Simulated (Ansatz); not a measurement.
**How far is PAW off for TaN?**

```
Ta N
1.0
     3.01752    0.00000    0.00000
    -1.50876    2.61325    0.00000
     0.00000    0.00000    4.91800
Ta N
2 2
Direct
  0.00000 0.00000 0.00000
  0.00000 0.00000 0.50000
  0.33333 0.66667 0.25000
  0.66667 0.33333 0.75000
```

Atoms are numbered in the order listed.

The cell comes from COD entry 1523630, which wasn't checked; take it as a given geometry. The listed cell was then made from it by scaling, straining or moving an atom.

No spin–orbit coupling, which matters for the heavy atoms here.

All numbers are computed: DFT, PBE, PAW with Ansatz's default frozen-core files, scalar-relativistic (Ansatz 0.2.0); DFT, PBE, all-electron PAW with datasets made for the crystal, scalar-relativistic (Ansatz 0.2.0); DFT, PBE, all-electron LAPW, scalar-relativistic (Ansatz 0.2.0).

For PAW: a Γ-centred 9×9×5 k mesh, Fermi–Dirac smearing of 0.01 eV, cutoff 420 eV, no spin polarisation. The crystal-made all-electron datasets (AE datasets) take a cutoff of 500 eV at this cell. LAPW targets a basis error of 0.5 meV/atom. The Ansatz runs share mesh, smearing and spin set-up. Plane-wave (PAW) pressures include the program's estimate of the Pulay term.

Stress and pressure are positive in compression.

The change that made this cell: equal xx and yy strain of -1 %.

No spin–orbit coupling: at heavy atoms the gradients can be off by tens of per cent for that reason.

In a metal, gradients converge slowly with the k mesh: the values move by tens of per cent from one mesh to another, at times in sign, so only the comparison on one mesh counts.

| quantity | PAW | AE datasets | LAPW |
| --- | --- | --- | --- |
| pressure (GPa) | 69.42 | 68.83 | 68.83 |
| stress xx (GPa) | 38.40 | 37.94 | 37.93 |
| stress zz (GPa) | 131.46 | 130.62 | 130.62 |
| field gradient Vzz at Ta1 (10²¹ V/m²) | -20.61 | -20.10 | – |

PAW's pressure differs from the LAPW value by +0.59 GPa.
